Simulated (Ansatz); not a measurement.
## Varying the input for AlRu

The reference input for Ansatz (plane-wave DFT with PAW):

```yaml
crystal:
  lattice:
    - [2.98249544, 0.0, 0.0]
    - [0.0, 2.98249544, 0.0]
    - [0.0, 0.0, 2.98249544]
  atoms:
    - { symbol: Al, position: [0.0, 0.0, 0.0] }
    - { symbol: Ru, position: [0.5, 0.5, 0.5] }
basis:
  ecutwfc: 420
kpoints:
  mp_grid: { grid: [6, 6, 6] }
hamiltonian:
  xc: pbe
scf:
  occupations: { method: gaussian, width: 0.1 }
output:
  forces: true
  stress: true
  eigenvalues: true
```

Command:

```bash
ansatz run input.yaml --threads 1 --pin off --max-ram 1331MiB --backend cpu --events-out ev --progress --plain --runs-dir out
```

The run converges in 6 SCF iterations on 20 irreducible k-points: pressure 4.51 GPa, no gap.

The inputs are trials, many of them unsound on purpose. Their numbers show the effect of the settings and aren't properties of the material. Each trial's input is given as a difference from the reference's; energies are extrapolated to zero smearing where there is one, and pressure is positive in compression.

Trial 1 (one atom moved):

```diff
 crystal:
   atoms:
-    - { symbol: Al, position: [0.0, 0.0, 0.0] }
+    - { symbol: Al, position: [0.0, 0.1676448498, 0.0] }
 hamiltonian:
+  hubbard: { sites: [{ species: Ru, l: d, u: 4.9, j: 0.97 }] }
```

The run converges in 9 SCF iterations on 40 irreducible k-points: pressure 18.87 GPa, largest force 3.211 eV/Å, no gap. It warns that the count of filled bands differs between k-points. Under a U the state reached may not be the lowest.

Trial 2:

```diff
 hamiltonian:
+  hubbard:
+    sites: [{ species: Ru, l: d, u_eff: 0.73 }]
+    projectors: ortho-atomic
```

The run converges in 7 SCF iterations on 20 irreducible k-points: pressure 3.86 GPa, no gap. It warns that the count of filled bands differs between k-points.

Trial 3:

```diff
 basis:
-  ecutwfc: 420
+  ecutwfc: "10 Ha"
 hamiltonian:
+  pseudopotentials: { kind: nc }
 scf:
+  lower_state_search: standard
```

The run converges in 8 SCF iterations on 20 irreducible k-points: pressure 5.03 GPa (unreliable at so low a cutoff), no gap. It warns that the cutoff lies under the recommended one, 1143 eV for these potentials.

Trial 4:

```diff
 basis:
-  ecutwfc: 420
+  ecutwfc: "38 Ry"
```

The run converges in 6 SCF iterations on 20 irreducible k-points: energy 1.39 meV per atom below the reference, pressure 4.50 GPa, no gap.